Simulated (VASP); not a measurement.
A run of VASP 6.6.1:

INCAR

```
  ALGO = Normal
  EDIFF = 1E-7
  ENCUT = 550
  GGA = RP
  ISIF = 2
  ISMEAR = 0
  LASPH = True
  LCHARG = False
  LREAL = False
  LWAVE = False
  NELM = 80
  PREC = Accurate
  SIGMA = 0.05
```

KPOINTS

```
k-points
0
Gamma
  9 9 9
```

POSCAR

```
I
1.0
    0.0000000000      2.3656004428      3.9098401324
    2.1922454667      0.0000000000      3.9098401324
    2.1922454667      2.3656004428      0.0000000000
I
1
Cartesian
    0.0000000000      0.0000000000      0.0000000000
```

Potentials or basis: VASP PAW PBE potentials, release 64 (I_GW).

Run with:

```bash
$ cat potpaw_PBE.64/I_GW/POTCAR > POTCAR
$ mpirun -np 1 vasp_std > vasp.out
```

Hardware: 1 thread of AMD EPYC 7R43 64-Core Processor (Zen 3) (shared host).

**Question.** How long does it take, and how much memory?

**Answer.** Wall time 32 s on 1 thread of AMD EPYC 7R43 64-Core Processor (Zen 3), on a shared host, peak memory 0.17 GiB. Counts: scf iterations 11, k points 125.
